The dip at half slip

The row at slip 0.5 looks wrong. Counted along the slide, the two halves of the tin crystal are then as far as they can be from a full repeat, yet the fault energy is 680.7 mJ/m², lower than in the rows on either side. A Frenkel picture, with one cosine for the whole slide, would put its summit exactly there. The row is sound, and it shows what the energy depends on: which atoms face each other across the cut, and not how far the crystal has slid.

Rigid, unrelaxed slip of diamond-type Sn (a = 6.656 Å) on a (111) plane along [2 −1 −1], one fault per six-atom cell. Ansatz 0.2.0, scalar-relativistic PBE with PAW, no spin polarisation, 420 eV plane-wave cutoff, 15×15×5 k mesh and 0.15 eV Gaussian smearing. Fault energies are free energies relative to the unslipped crystal.

```
slip (fraction of the slip vector)  fault energy (mJ/m²)  shear traction (GPa (slope of the fault energy along the slip))
                                 0                   0.0                                                            0.000
                            0.1667                 349.3                                                            5.090
                            0.3333                 828.6                                                           -0.020
                            0.5000                 680.7                                                           -0.460
                            0.6667                 742.3                                                            0.000
                            0.8333                 333.1                                                           -4.680
```

Slip is the fraction of one full slide, which is 8.15 Å long and restores the crystal. Fault energy is the cost per area of cut, and shear traction is the slope of that energy along the slide. The values come from density functional theory with the atoms held rigid. The undisturbed crystal has space group Fd-3m; the slipped rows have lower symmetry.

What the cut goes through

The cut runs through the wide gap between {111} double layers of grey tin. Each surface cell has one bond across this gap, 2.88 Å long and upright to the plane. Sliding takes the upper atom off its partner and carries it over a triangular pattern of lower atoms.

At slip 1/3 and 2/3 the upper atom stands over the centre of a triangle, with three lower face atoms at 3.96 Å. At slip 1/2 it stands over the middle of an edge, with two at 3.72 Å. If the contacts simply add up, two nearer partners hold better than three farther ones once a contact loses more than a third of its strength over those 0.24 Å. Bonding that fades so quickly would account for the dip, although the calculation does not divide the energy among single contacts.

A marble on a tray with cups in a triangular pattern behaves in the same way. The slide starts in a cup, climbs a peak, crosses a pass between two other cups, climbs a second peak and drops into the next cup. Slip 1/2 is the pass: low for a marble coming from a peak, high for one going straight from cup to cup. The tray gives the order of ups and downs but not their heights, and its peaks are all alike, which those of tin are not.

Why the two hills differ

The hill at slip 1/3 is 86 mJ/m² higher than the one at 2/3. The face atoms cannot tell the two apart, because their number and distances across the cut are the same in both. The difference must come from deeper in the crystal, and the next row of atoms supplies one. At slip 1/3 each face atom stands straight above or below a second-row atom on the other side of the cut, only 3.84 Å away; at 2/3 the nearest such atom across the cut is at 4.71 Å.

The stress is in line with more crowding at slip 1/3. Averaged over the cell, the stress normal to the plane is compressive, 0.68 GPa at slip 1/3 but only 0.06 GPa at 2/3. This does not mean that the faces push each other apart: at both hills the forces draw the face atoms into the gap, but less strongly at 1/3. The rows at 1/6 and 5/6 form a second pair with equal face contacts. Again the slip that brings a second-row atom nearer, 1/6, has the higher energy, by 16 mJ/m². Extra repulsion between overlapping electron clouds is one possible cause, but weaker bonding across the cut would act the same way, and the numbers do not separate the two.

The atoms were not allowed to relax, and forces of about 0.4 eV/Å remain on those beside the cut at both hills. Relaxation would lower both energies and could change the gap between them. The faults also repeat every three double layers, and no thicker cell was tested. The sizes of all these differences are therefore uncertain, that of the 16 mJ/m² most of all.

The tray as a formula

The smoothest energy landscape with the repeat and threefold axis of this plane is built from three equal waves, 120° apart. Along the present slide two of them pass through one period and the third through two. With s for the slip and the energy set to zero at the start, this gives

E(s) = A (3 − 2 cos 2πs − cos 4πs) + B (2 sin 2πs − sin 4πs)

A sets the mean height of the hills, and B makes one higher than the other. Both follow from the two hill energies alone: the bracket after A is 4.5 at each hill, while the B term has opposite signs there and drops out of the sum. The row at slip 1/2 plays no part in fixing them, so it can test the formula:

A = (828.6 + 742.3) / 9 = 174.5 mJ/m²
E(1/2) = A (3 + 2 − 1) = 4 × 174.5 = 698 mJ/m²

The calculated value is 680.7, so the estimate is under 3 % too high. A single cosine through the same mean hill height would give 1047 mJ/m². A smooth landscape with the triangular pattern of the plane thus already has the dip, though a shallower one: 44 mJ/m² below the lower hill, against 62 in the table. Part of the close agreement in energy may be luck, since the same formula does worse nearer the cups, as shown below.

The formula also explains why the traction at slip 1/2 is not zero. The higher hill reaches past the midpoint, so the energy is still falling there. The slope of the formula is −0.51 GPa and the calculated one −0.460 GPa. The lowest point between the hills therefore lies a little beyond 1/2, towards the lower hill.

Where the smooth landscape fails

At slip 1/6 and 5/6 the formula gives energies 29 % and 27 % above the calculated ones. The real cup has a flatter bottom than three smooth waves can make. The upright bond offers a reason. A sideways slide u turns a bond of length d but lengthens it only by about u²/2d, so that a slide of 1.36 Å tilts it by 25° and stretches it by 11 %.

Turning a bond usually costs much less than stretching it, so the energy starts slowly. In both rows it is still growing nearly as the square of the slide, as for a spring, whereas the smooth waves have already begun to level off. One row on each side does not trace the whole curve, so this account of the misfit remains an argument.

What this means for slip

Neither hill is a resting place, and neither energy should be used as the stacking-fault energy of tin. The familiar low-energy fault belongs to the narrow gap inside a double layer, which this cut does not touch.

The same picture gives the neighbouring case, a slide on this plane straight from one cup to the next. It should meet a single hill, with its top halfway. That halfway point has the same stacking as the row at slip 1/2, so the rigid barrier would be about 680 mJ/m² instead of 829. No other point between the two cups was calculated.

For strength, the largest traction in the table, 5.09 GPa, is only the largest of six samples, and the true peak may lie between rows. It also belongs to a rigid slide along the costlier route, so it should not be taken as the shear strength of the material.
